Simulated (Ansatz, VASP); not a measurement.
## One calculation of SiO2, two programs

```
Si O
1.0
     4.18541    0.00000    0.00000
     0.00000    4.18541    0.00000
     0.00000    0.00000    2.66874
Si O
2 4
Direct
  0.50000 0.50000 0.50000
  0.00000 0.00000 0.00000
  0.69389 0.69389 0.00000
  0.19389 0.80611 0.50000
  0.30611 0.30611 0.00000
  0.80611 0.19389 0.50000
```

Alike in both runs: functional r2SCAN; k mesh 6 × 6 × 8; occupations gaussian, width 0.02 eV; no spin polarisation.

Ansatz relaxed the structure, and its values are those at the end. VASP's run is a single point on that final structure, the one shown.

|  | VASP | Ansatz |
| --- | --- | --- |
| version | VASP 6.6.1 | Ansatz 0.2.0 |
| potentials or method | VASP PAW PBE potentials, release 64 (Si, O) | scalar-relativistic, plane waves, PAW |
| plane-wave cutoff (eV) | 520 | 500 |
| valence electrons in the cell | 32 | 32 |

VASP gave:

| Item | Value |
| --- | --- |
| gap on the k mesh at the Fermi level (eV) | 6.51 |
| least direct gap on the mesh (eV) | 6.51 |
| pressure (GPa) | 0.4 |
| rms of the force components (eV/Å) | 0.011 |

Q: What did Ansatz give for the same quantities?

A: gap on the k mesh at the Fermi level (eV): 6.51; least direct gap on the mesh (eV): 6.51; pressure (GPa): 0.0; rms of the force components (eV/Å): 0.001.

Caveats: the PAW data sets were made with another functional, which shifts forces and pressure a little (VASP). A k mesh can miss the band edges. r2SCAN opens gaps a little over a GGA but as a rule still falls short of measured ones.
